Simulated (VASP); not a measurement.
Set up this calculation in VASP 6.6.1, as the native input.

```
Task                               : band structure
Functional                         : PBE-EpsX
Potentials or basis                : VASP PAW PBE potentials, release 64 (Ga_d, Se)
Cutoff                             : 520 eV
k mesh                             : 6 × 6 × 1
Occupations                        : gaussian, width 0.03 eV
Spin                               : no spin polarisation
Grid for exact exchange (PRECFOCK) : Fast
Exchange at q = 0                  : truncated
Share of exact exchange            : 0.1244
Further INCAR settings             : ALGO = Normal; EDIFF = 1e-06
```

GaSe:

```
CELL_PARAMETERS angstrom
3.77097 0.00000 0.00000
-1.88549 3.26576 0.00000
0.00000 0.00000 15.96669
ATOMIC_POSITIONS crystal
Ga 0.33333 0.66667 0.17346
Ga 0.66667 0.33333 0.67346
Ga 0.33333 0.66667 0.32654
Ga 0.66667 0.33333 0.82654
Se 0.33333 0.66667 0.59951
Se 0.66667 0.33333 0.09951
Se 0.33333 0.66667 0.90049
Se 0.66667 0.33333 0.40049
```

One way to write it, as run:

POSCAR

```
GaSe                                    
1.0
    3.7709714895     -0.0000000000      0.0000000000
   -1.8854857447      3.2657571068     -0.0000000000
    0.0000000000      0.0000000000     15.9666906441
  Ga              Se            
     4     4
Direct
     0.3333333332999970    0.6666666667000030    0.1734622962948735
     0.6666666667000030    0.3333333332999970    0.6734622962948734
     0.3333333332999970    0.6666666667000030    0.3265377037051265
     0.6666666667000030    0.3333333332999970    0.8265377037051266
     0.3333333332999970    0.6666666667000030    0.5995067271578944
     0.6666666667000030    0.3333333332999970    0.0995067271578945
     0.3333333332999970    0.6666666667000030    0.9004932728421056
     0.6666666667000030    0.3333333332999970    0.4004932728421055
```

INCAR.step1

```
SYSTEM = GaSe
ALGO = Normal
EDIFF = 1E-8
ENCUT = 520
GGA = PE
ISIF = 2
ISMEAR = 0
KPAR = 4
LASPH = .TRUE.
LCHARG = .FALSE.
LEPSILON = .TRUE.
LREAL = .FALSE.
LWAVE = .FALSE.
NELM = 80
PREC = Accurate
SIGMA = 0.03
```

KPOINTS.step1

```
Automatic mesh
0
G
  12 12 2
  0 0 0
```

INCAR.step2

```
SYSTEM = GaSe
ALGO = Normal
EDIFF = 1E-5
ENCUT = 520
GGA = PE
ISIF = 2
ISMEAR = 0
KPAR = 4
LASPH = .TRUE.
LCHARG = .FALSE.
LREAL = .FALSE.
LWAVE = .TRUE.
NELM = 80
PREC = Accurate
SIGMA = 0.03
```

KPOINTS.step2

```
k-points
0
G
  6 6 1
  0 0 0
```

INCAR.step3

```
SYSTEM = GaSe
AEXX = 0.1244
ALGO = Normal
EDIFF = 1E-6
ENCUT = 520
GGA = PE
HFRCUT = -1
ISIF = 2
ISMEAR = 0
ISTART = 1
KPAR = 4
LASPH = .TRUE.
LCHARG = .FALSE.
LHFCALC = .TRUE.
LREAL = .FALSE.
LWAVE = .FALSE.
NELM = 80
PREC = Accurate
PRECFOCK = Fast
SIGMA = 0.03
```

KPOINTS.step3

```
k-points
0
G
  6 6 1
  0 0 0
```

KPOINTS_OPT

```
explicit points
6
Reciprocal
 0.0000000000  0.0000000000  0.0000000000 1
 0.0000000000  0.0000000000  0.5000000000 1
 0.3333333333  0.3333333333  0.5000000000 1
 0.3333333333  0.3333333333  0.0000000000 1
 0.5000000000  0.0000000000  0.5000000000 1
 0.5000000000  0.0000000000  0.0000000000 1
```

Potentials or basis: VASP PAW PBE potentials, release 64 (Ga_d, Se).

The run is started by

```console
$ cat potpaw_PBE.64/Ga_d/POTCAR potpaw_PBE.64/Se/POTCAR > POTCAR
$ cp INCAR.step1 INCAR
$ cp KPOINTS.step1 KPOINTS
$ mpirun -np 4 vasp_std > vasp.out
$ cp INCAR.step2 INCAR
$ cp KPOINTS.step2 KPOINTS
$ mpirun -np 4 vasp_std > vasp.out
$ cp INCAR.step3 INCAR
$ cp KPOINTS.step3 KPOINTS
$ mpirun -np 4 vasp_std > vasp.out
```

Results of the run:

```
Pressure                : 0.9 GPa
Largest force           : 0.190 eV/Å
Band gap on the k mesh  : 1.60 eV, direct
Band gap along the path : 1.60 eV, direct
```

Caveat: the PAW data sets were made with another functional, which shifts forces and pressure a little.

Wall time 67 min on 4 MPI ranks on Intel(R) Xeon(R) Platinum 8488C (Sapphire Rapids), with other jobs on the host, peak memory 1.6 GiB a rank.
